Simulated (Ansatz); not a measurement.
## S interstitial in ZnS

Computed with Ansatz 0.2.0, DFT PBE, scalar-relativistic, plane waves, PAW. (420 eV cutoff, 2×2×2 k-mesh, Gaussian smearing of 0.01 eV, no spin polarisation)

Host crystal, relaxed:

```xyz
8
Lattice="1.9237 1.1106 12.5932 -1.9237 1.1106 12.5932 0.0000 -2.2212 12.5932" Properties=species:S:1:pos:R:3 pbc="T T T"
Zn    0.0000    0.0000   22.0393
Zn    0.0000    0.0000   37.7759
Zn    0.0000    0.0000   15.7376
Zn    0.0000    0.0000    6.2976
S     0.0000    0.0000   13.3765
S     0.0000    0.0000    3.9360
S     0.0000    0.0000   19.6816
S     0.0000    0.0000   35.4187
```

Supercell of 32 atoms, rows in host cell vectors: 2 0 -2; 0 2 -2; 1 1 -1. Atoms relax at the host's cell from a start displaced at random by 0.06 Å near the defect, so other minima may exist. The cell is small, so energies carry finite-size errors of tenths of an eV. The host's Kohn–Sham gap is 2.04 eV.

Defect: S interstitial at (0.692, 0.731, 0.731) of the host cell, charge 0.

(1) Give the relaxed supercell.

Answers

(1)
```xyz
33
Lattice="3.8473 6.6637 0.0000 -3.8473 6.6637 0.0000 0.0000 4.4425 12.5932" Properties=species:S:1:pos:R:3 pbc="T T T"
Zn    0.0222    8.9246    9.4942
Zn   -1.9124   12.2550    9.4491
Zn    1.8925   12.2635    9.4524
Zn    0.0270   15.5877    9.3806
Zn   -0.0649    4.3842   12.4489
Zn   -1.9659    7.8717   12.5210
Zn    2.2987    7.7359   12.4867
Zn    0.0325   11.0424   12.6173
Zn   -0.0714    8.9253    3.1829
Zn    1.8651    5.5757    3.1285
Zn   -2.0461    5.6967    3.1220
Zn   -0.2417    2.4416    3.5675
Zn   -0.0616   13.3958    6.2859
Zn    1.8186   10.1053    6.4450
Zn   -1.9179   10.0686    6.3491
Zn   -0.0358    6.7067    6.2919
S     0.2543    8.8042    0.8418
S     1.9937    5.5000    0.7480
S    -1.9725    5.6100    0.7518
S     0.9540    1.6868    0.9171
S    -0.1270   13.4661    3.9423
S     1.6511   10.2089    4.1424
S    -1.9680   10.0588    4.0238
S    -0.0654    6.6970    3.9324
S    -0.0479    8.9048    7.1649
S    -1.9568   12.2840    7.1085
S     1.8658   12.3347    7.1271
S    -0.0422   15.6298    7.0598
S    -0.0140    4.4789   10.1446
S    -1.9080    7.8137   10.2323
S     1.9789    7.8147   10.1975
S    -0.0031   11.1396   10.2607
S    -0.2469    3.2967    1.4036
```
Around the defect: 1 S at 2.07 Å, 1 Zn at 2.27 Å, 1 Zn at 2.33 Å, 1 S at 2.96 Å, 1 Zn at 2.96 Å. The run ended with a moment of 0.00 μB (no spin polarisation).

This form isn't the usual stable structure of the compound.